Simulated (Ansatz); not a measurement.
Theory: Ansatz, DFT PBE, scalar-relativistic, plane waves, PAW.

Settings: cutoff 420 eV, Γ-centred mesh 9×9×6 on the computed 4-atom cell, Gaussian smearing of 0.02 eV; no spin polarisation.

```xyz
4
Lattice="3.7455 0.0000 0.0000 -1.8728 3.2437 0.0000 0.0000 0.0000 5.9941" Properties=species:S:1:pos:R:3 pbc="T T T"
Sr    0.0000    2.1625    1.4021
Sr    1.8728    1.0812    4.3992
O     0.0000    0.0000    0.0964
O     0.0000    0.0000    3.0935
```

(1) Is this geometry at equilibrium? Which atom feels the largest force?

(2) Give all forces and the stress.

## Answers

(1) It isn't. Atom 1 (Sr) feels (0.00, 0.00, 0.31) eV/Å, 0.308 eV/Å in size, and symmetry-related atoms feel the same size.

(2)
| atom | Fx | Fy | Fz |
| --- | --- | --- | --- |
| Sr1 | 0.000 | 0.000 | 0.308 |
| Sr2 | 0.000 | 0.000 | 0.308 |
| O3 | 0.000 | 0.000 | -0.308 |
| O4 | 0.000 | 0.000 | -0.308 |
Stress (GPa, compression positive):
```
-6.92  0.00  0.00
 0.00 -6.92  0.00
 0.00  0.00  6.56
```

This form isn't the usual stable structure of the compound.